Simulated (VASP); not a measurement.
Input of a VASP 6.6.1 run:

File INCAR:

```
SYSTEM = Rh
PREC = Accurate ; ENCUT = 520
EDIFF = 1E-6 ; ISMEAR = 0
SIGMA = 0.05 ; LREAL = .FALSE.
LASPH = .TRUE. ; NELM = 80
ALGO = Normal ; ISIF = 2
LWAVE = .FALSE. ; LCHARG = .FALSE.
GGA = PE ; NBANDS = 14
```

The input KPOINTS:

```
Automatic mesh
0
G
  20 20 20
  0 0 0
```

The input POSCAR:

```
Rh
1.0
   -1.5349773982      1.5349773982      1.5349773982
    1.5349773982     -1.5349773982      1.5349773982
    1.5349773982      1.5349773982     -1.5349773982
Rh
1
Direct
    0.0000000000      0.0000000000      0.0000000000
```

Potentials or basis: VASP PAW PBE potentials, release 64 (Rh_pv).

Launch:

```console
$ cat potpaw_PBE.64/Rh_pv/POTCAR > POTCAR
$ mpirun -np 1 vasp_std > vasp.out
```

Estimate the band gap on the k mesh.

none (metal or under the smearing width).

Estimate the pressure.

-0.1 GPa.
